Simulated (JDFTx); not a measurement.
# GaP (F-43m) in JDFTx: settings compared

The runs below take GaP through single point, with PBEsol, r2SCAN.

Everything below comes from runs of JDFTx 1.7.0 (patched build). Logs are shortened: lines on timing, memory, paths and dates and some standing lists are left out, and cuts for length are marked. The log counts tension as positive stress, the text compression.

**Measured values to compare with.**

“Stacking defects in GaP nanowires: Electronic structure and optical properties”, 2018, arxiv:1810.01194 quotes, for a bulk crystal of GaP at 10 K: band gap 2.34 eV (indirect).

The runs below are set against these values where they give the same quantity.

**1. The structure**

The structure is cubic, space group F-43m (No. 216). The conventional cell has a = 5.451 Å, b = 5.451 Å, c = 5.451 Å, α = 90.00°, β = 90.00°, γ = 90.00°. Ga (site symmetry -43m) is surrounded by 4 P at 2.36 Å. P (site symmetry -43m) is surrounded by 4 Ga at 2.36 Å.

**2. Single point, PBEsol**

Contents of GaP.in:

```
lattice Face-Centered Cubic 10.2999522423
coords-type Lattice
ion Ga     0.0000000000     0.0000000000     0.0000000000 1
ion P      0.7500000000     0.7500000000     0.7500000000 1

ion-species pseudo/Ga.upf
ion-species pseudo/P.upf
elec-cutoff 40 320
elec-ex-corr gga-PBEsol
kpoint-folding 8 8 8
elec-smearing Fermi 0.0018374661
elec-n-bands 15
electronic-SCF nIterations 100 energyDiffThreshold 1e-09
electronic-minimize nIterations 30 energyDiffThreshold 1e-7
converge-empty-states yes
forces-output-coords Cartesian

dump-name run.$VAR
dump End Ecomponents EigStats BandEigs Kpoints Forces Stress ElecDensity
```

Potentials or basis: PseudoDojo-SR-PBEsol-0.4.1-standard.

Started as:

```bash
$ jdftx -c 1 -i GaP.in -o GaP.out
```

Standard output:

```text
*************** JDFTx 1.7.0 (patched build) ***************

Input parsed successfully to the following command list (including defaults):
[... the input with its defaults ...]

---------- Setting up symmetries ----------

Found 48 point-group symmetries of the bravais lattice
Found 24 space-group symmetries with basis
Applied RMS atom displacement 0 bohrs to make symmetries exact.

---------- Initializing the Grid ----------
R =
[            0      5.14998      5.14998  ]
[      5.14998            0      5.14998  ]
[      5.14998      5.14998            0  ]
unit cell volume = 273.178
G =
[  -0.610021   0.610021   0.610021  ]
[   0.610021  -0.610021   0.610021  ]
[   0.610021   0.610021  -0.610021  ]
Minimum fftbox size, Smin = [  60  60  60  ]
Chosen fftbox size, S = [  60  60  60  ]

---------- Initializing tighter grid for wavefunction operations ----------
R =
[            0      5.14998      5.14998  ]
[      5.14998            0      5.14998  ]
[      5.14998      5.14998            0  ]
unit cell volume = 273.178
G =
[  -0.610021   0.610021   0.610021  ]
[   0.610021  -0.610021   0.610021  ]
[   0.610021   0.610021  -0.610021  ]
Minimum fftbox size, Smin = [  44  44  44  ]
Chosen fftbox size, S = [  48  48  48  ]

---------- Exchange Correlation functional ----------
Initalized PBEsol GGA exchange.
Initalized PBEsol GGA correlation.

---------- Setting up pseudopotentials ----------
Width of ionic core gaussian charges (only for fluid interactions / plotting) set to 0

Reading pseudopotential file 'pseudo/Ga.upf':
  'Ga' pseudopotential, 'PBESOL' functional
  Generated using ONCVPSP code by D. R. Hamann
  13 valence electrons, 3 orbitals, 6 projectors, 1001 radial grid points, with lMax = 2
    3D    l: 2   occupation: 10.0   eigenvalue: -0.704192
    4S    l: 0   occupation:  2.0   eigenvalue: -0.329374
    4P    l: 1   occupation:  1.0   eigenvalue: -0.094479
  Core radius for overlap checks: 1.84 bohrs.

Reading pseudopotential file 'pseudo/P.upf':
  'P' pseudopotential, 'PBESOL' functional
  Generated using ONCVPSP code by D. R. Hamann
  5 valence electrons, 2 orbitals, 6 projectors, 1001 radial grid points, with lMax = 2
    3S    l: 0   occupation:  2.0   eigenvalue: -0.511448
    3P    l: 1   occupation:  3.0   eigenvalue: -0.201377
  Core radius for overlap checks: 1.66 bohrs.

Initialized 2 species with 2 total atoms.

Folded 1 k-points by 8x8x8 to 512 k-points.

---------- Setting up k-points, bands, fillings ----------
Adding inversion symmetry to k-mesh for non-inversion-symmetric unit cell.
Reduced to 29 k-points under symmetry.
Computing the number of bands and number of electrons
Calculating initial fillings.
nElectrons:  18.000000   nBands: 15   nStates: 29

----- Setting up reduced wavefunction bases (one per k-point) -----
average nbasis = 3300.439 , ideal nbasis = 3300.879

---------- Setting up ewald sum ----------
Optimum gaussian width for ewald sums = 2.339030 bohr.
Real space sum over 1331 unit cells with max indices [  5  5  5  ]
Reciprocal space sum over 2197 terms with max indices [  6  6  6  ]

---------- Allocating electronic variables ----------
Initializing wave functions:  linear combination of atomic orbitals
Note: number of bands (15) exceeds available atomic orbitals (13)
Ga pseudo-atom occupations:   s ( 2 )  p ( 1 )  d ( 10 )
P pseudo-atom occupations:   s ( 2 )  p ( 3 )
	FillingsUpdate:  mu: +0.325194471  nElectrons: 18.000000
LCAOMinimize: Iter:   0  F: -73.7411612900230438  |grad|_K:  2.185e-03  alpha:  1.000e+00
	FillingsUpdate:  mu: +0.313748434  nElectrons: 18.000000
LCAOMinimize: Iter:   1  F: -73.7490318376816134  |grad|_K:  4.728e-05  alpha:  4.912e-01  linmin: -1.896e-01  cgtest:  6.297e-01
LCAOMinimize: Encountered beta<0, resetting CG.
	FillingsUpdate:  mu: +0.313643083  nElectrons: 18.000000
LCAOMinimize: Iter:   2  F: -73.7490368269657068  |grad|_K:  1.438e-05  alpha:  6.835e-01  linmin: -8.084e-04  cgtest:  1.261e-02
	FillingsUpdate:  mu: +0.313736249  nElectrons: 18.000000
LCAOMinimize: Iter:   3  F: -73.7490372687933302  |grad|_K:  7.655e-07  alpha:  6.536e-01  linmin: -1.105e-03  cgtest: -7.413e-02
	FillingsUpdate:  mu: +0.313733814  nElectrons: 18.000000
LCAOMinimize: Iter:   4  F: -73.7490372705707671  |grad|_K:  1.111e-07  alpha:  9.290e-01  linmin:  1.395e-04  cgtest: -7.941e-03
LCAOMinimize: Converged (|Delta F|<1.000000e-06 for 2 iters).

-------- Electronic minimization -----------
Will mix electronic density at each iteration.
	FillingsUpdate:  mu: +0.313733814  nElectrons: 18.000000
	FillingsUpdate:  mu: +0.298676187  nElectrons: 18.000000
SCF: Cycle:  0   F: -73.794063939968652   dF: -4.503e-02   |Residual|: 5.152e-02   |deigs|: 1.402e-01
	FillingsUpdate:  mu: +0.299607263  nElectrons: 18.000000
SCF: Cycle:  1   F: -73.795237339155321   dF: -1.173e-03   |Residual|: 2.906e-02   |deigs|: 9.674e-03
	FillingsUpdate:  mu: +0.302626762  nElectrons: 18.000000
SCF: Cycle:  2   F: -73.795452461697948   dF: -2.151e-04   |Residual|: 3.888e-03   |deigs|: 5.713e-03
	FillingsUpdate:  mu: +0.302786870  nElectrons: 18.000000
SCF: Cycle:  3   F: -73.795458684972729   dF: -6.223e-06   |Residual|: 1.802e-03   |deigs|: 9.195e-04
	FillingsUpdate:  mu: +0.303267613  nElectrons: 18.000000
SCF: Cycle:  4   F: -73.795460782142925   dF: -2.097e-06   |Residual|: 5.980e-04   |deigs|: 8.007e-04
	FillingsUpdate:  mu: +0.303240018  nElectrons: 18.000000
SCF: Cycle:  5   F: -73.795461134949377   dF: -3.528e-07   |Residual|: 2.918e-04   |deigs|: 2.889e-04
	FillingsUpdate:  mu: +0.303267816  nElectrons: 18.000000
SCF: Cycle:  6   F: -73.795461275061200   dF: -1.401e-07   |Residual|: 3.808e-05   |deigs|: 3.468e-04
	FillingsUpdate:  mu: +0.303265233  nElectrons: 18.000000
SCF: Cycle:  7   F: -73.795461309894307   dF: -3.483e-08   |Residual|: 2.630e-05   |deigs|: 1.742e-04
	FillingsUpdate:  mu: +0.303266647  nElectrons: 18.000000
SCF: Cycle:  8   F: -73.795461327939236   dF: -1.804e-08   |Residual|: 8.838e-06   |deigs|: 3.346e-04
	FillingsUpdate:  mu: +0.303266873  nElectrons: 18.000000
SCF: Cycle:  9   F: -73.795461332375666   dF: -4.436e-09   |Residual|: 3.786e-06   |deigs|: 1.891e-04
	FillingsUpdate:  mu: +0.303267134  nElectrons: 18.000000
SCF: Cycle: 10   F: -73.795461334990250   dF: -2.615e-09   |Residual|: 1.351e-06   |deigs|: 1.657e-04
	FillingsUpdate:  mu: +0.303267173  nElectrons: 18.000000
SCF: Cycle: 11   F: -73.795461335600223   dF: -6.100e-10   |Residual|: 6.477e-07   |deigs|: 1.575e-04
	FillingsUpdate:  mu: +0.303267196  nElectrons: 18.000000
SCF: Cycle: 12   F: -73.795461336020551   dF: -4.203e-10   |Residual|: 4.303e-07   |deigs|: 3.380e-04
SCF: Converged (|Delta E|<1.000000e-09 for 2 iters).

Setting wave functions to eigenvectors of Hamiltonian
Converging empty states (this may take a while):
EmptyStates: None of the convergence criteria satisfied.
|deigs|: 1.376e-03

# Stress tensor in Cartesian coordinates [Eh/a0^3]:
[  1.78327e-05            0            0  ]
[            0  1.78327e-05            0  ]
[            0            0  1.78327e-05  ]

# Ionic positions in lattice coordinates:
ion Ga   0.000000000000000   0.000000000000000   0.000000000000000 1
ion P   0.750000000000000   0.750000000000000   0.750000000000000 1

# Forces in Cartesian coordinates:
force Ga   0.000000000000000  -0.000000000000000   0.000000000000000 1
force P  -0.000000000000000  -0.000000000000000   0.000000000000000 1

# Energy components:
   Eewald =      -48.2388119432588667
       EH =       26.0929604397013435
     Eloc =      -66.5475883724757438
      Enl =      -37.0166373021869646
      Exc =      -22.7615216339738318
 Exc_core =        9.5067580562692147
       KE =       65.1693794202426062
-------------------------------------
     Etot =      -73.7954613356822477
       TS =        0.0000000003382999
-------------------------------------
        F =      -73.7954613360205514

IonicMinimize: Iter:   0  F: -73.795461336020551  |grad|_K:  0.000e+00
IonicMinimize: Converged (|grad|_K<1.000000e-04).

#--- Lowdin population analysis ---
# oxidation-state Ga +0.088
# oxidation-state P -0.044

Dumping 'run.eigStats' ...
	eMin: -0.263554 at state 20 ( [ +0.000000 +0.500000 +0.500000 ] spin 0 )
	HOMO: +0.276393 at state 0 ( [ +0.000000 +0.000000 +0.000000 ] spin 0 )
	mu  : +0.303267
	LUMO: +0.332204 at state 20 ( [ +0.000000 +0.500000 +0.500000 ] spin 0 )
	eMax: +0.728704 at state 20 ( [ +0.000000 +0.500000 +0.500000 ] spin 0 )
	HOMO-LUMO gap: +0.055811
	Optical gap  : +0.063788 at state 0 ( [ +0.000000 +0.000000 +0.000000 ] spin 0 )
WARNING: the last solve of the electrons (or of bands or displaced states from it) ended unconverged.
Done!
[note: mu as printed may lie anywhere between the filled and the empty levels]
```

Run time: 50 s. Hardware: 1 thread of Intel Xeon 6975P-C (Granite Rapids), shared host; peak memory 0.13 GiB.

What came out:

```yaml
Free_energy: -2008.0768 eV
Pressure: -0.5 GPa
Band_gap_on_the_k_mesh: 1.52 eV, indirect (least direct gap 1.74 eV)
```

Caveat: the empty levels aren't tightly converged.

**3. Single point, r2SCAN**

Contents of GaP.in:

```
lattice \
    0.0000000000     5.1499761211     5.1499761211 \
    5.1499761211     0.0000000000     5.1499761211 \
    5.1499761211     5.1499761211     0.0000000000
coords-type Cartesian
ion Ga     0.0000000000     0.0000000000     0.0000000000 1
ion P      7.7249641817     7.7249641817     7.7249641817 1

ion-species pseudo/Ga.upf
ion-species pseudo/P.upf
elec-cutoff 40 320
elec-ex-corr mgga-x-r2scan mgga-c-r2scan
kpoint-folding 8 8 8
elec-smearing Fermi 0.0018374661
elec-n-bands 15
electronic-SCF nIterations 100 energyDiffThreshold 1e-09
electronic-minimize nIterations 30 energyDiffThreshold 1e-7
converge-empty-states yes
forces-output-coords Cartesian

dump-name run.$VAR
dump End Ecomponents EigStats BandEigs Kpoints Forces Stress ElecDensity KEdensity
```

Potentials or basis: SG15-PBE-1.2.

Started as:

```bash
$ jdftx -c 1 -i GaP.in -o GaP.out
```

It took 3.7 min on 1 thread of Intel Xeon 6975P-C (Granite Rapids), shared host; peak memory 0.19 GiB.

Results (log left out):

- Free energy: -1950.6572 eV
- Pressure: -1.6 GPa
- Band gap on the k mesh: 1.85 eV, indirect (least direct gap 2.01 eV)

Levels at points of the mesh, in eV from the valence-band top:
| k point | band 6 | band 7 | band 8 | band 9 | band 10 | band 11 | band 12 | band 13 |
| --- | --- | --- | --- | --- | --- | --- | --- | --- |
| (0.00, 0.00, 0.00) | -13.15 | 0.00 | 0.00 | 0.00 | 2.01 | 4.10 | 4.10 | 4.10 |
| (0.00, 0.00, 0.50) | -10.95 | -6.95 | -1.20 | -1.20 | 1.85 | 5.05 | 5.05 | 8.85 |
| (0.00, 0.50, 0.50) | -10.01 | -7.11 | -2.84 | -2.84 | 1.93 | 2.04 | 11.18 | 11.18 |

Caveat: the potentials were made for another functional, which shifts forces and pressure.

**4. How close it comes**

Step 2. Measured gap of GaP: 2.34 eV (indirect; 10 K; quoted in “Stacking defects in GaP nanowires: Electronic structure and optical properties”, 2018, arxiv:1810.01194). This calculation gives 1.52 eV (-0.82 eV). Spin-orbit coupling on Ga is left out. The value is that of PBEsol on a finite k mesh, which can miss the band edges, without temperature or zero-point motion. Semilocal functionals fall short of measured gaps as a rule.

Step 3. Measured gap of GaP: 2.34 eV (indirect; 10 K; quoted in “Stacking defects in GaP nanowires: Electronic structure and optical properties”, 2018, arxiv:1810.01194). This calculation gives 1.85 eV (-0.49 eV). Spin-orbit coupling on Ga is left out. The value is that of r2SCAN on a finite k mesh, which can miss the band edges, without temperature or zero-point motion.
